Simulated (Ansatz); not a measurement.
In doubt: masses and optical values from hybrid runs of this build are listed as unsure, which bears on the screening that GW takes from such a start.

Rows from a G0W0 calculation on SiC (F-43m) (Ansatz 0.2.0; G0W0 on HSE06, plane waves, PAW; 6×6×6 mesh, 61 empty bands, screening to 120 eV), in eV. Spin-orbit coupling is left out.

| row | k | band | start | Σx | Σc at the solution | Vxc |
| --- | --- | --- | --- | --- | --- | --- |
| A | Γ | c1 | 16.392 | -9.321 | -4.943 | -14.483 |
| B | (0.000, -0.500, -0.500) | c2 | 14.245 | -7.290 | -4.241 | -11.761 |
| C | Γ | c2 | 17.473 | -7.929 | -4.842 | -13.057 |
| D | (0.000, -0.500, -0.500) | v1 | 5.383 | -18.618 | 2.801 | -15.677 |
| E | (0.000, -0.500, -0.500) | c1 | 11.103 | -6.934 | -3.855 | -10.955 |
| F | Γ | v1 | 8.876 | -18.399 | 2.016 | -16.293 |

Work out each quasiparticle level and how far it moved.

The quasiparticle equation reads E = start + Σx + Σc(E) − Vxc.

| row | E (eV) | shift (eV) |
| --- | --- | --- |
| A | 16.612 | +0.220 |
| B | 14.475 | +0.230 |
| C | 17.758 | +0.285 |
| D | 5.243 | −0.140 |
| E | 11.270 | +0.166 |
| F | 8.786 | −0.089 |

Limits: not at the basis limit.

[Runs of the session that timed out or met a known fault of the program may be left out.]

[Cells called generated may have been cut or substituted from an entry of the Crystallography Open Database or the Materials Project.]

[Hosts, paths, dates, database ids (printed as entryN), source tags and the programs' standing remarks are cut or masked in the printed files.]
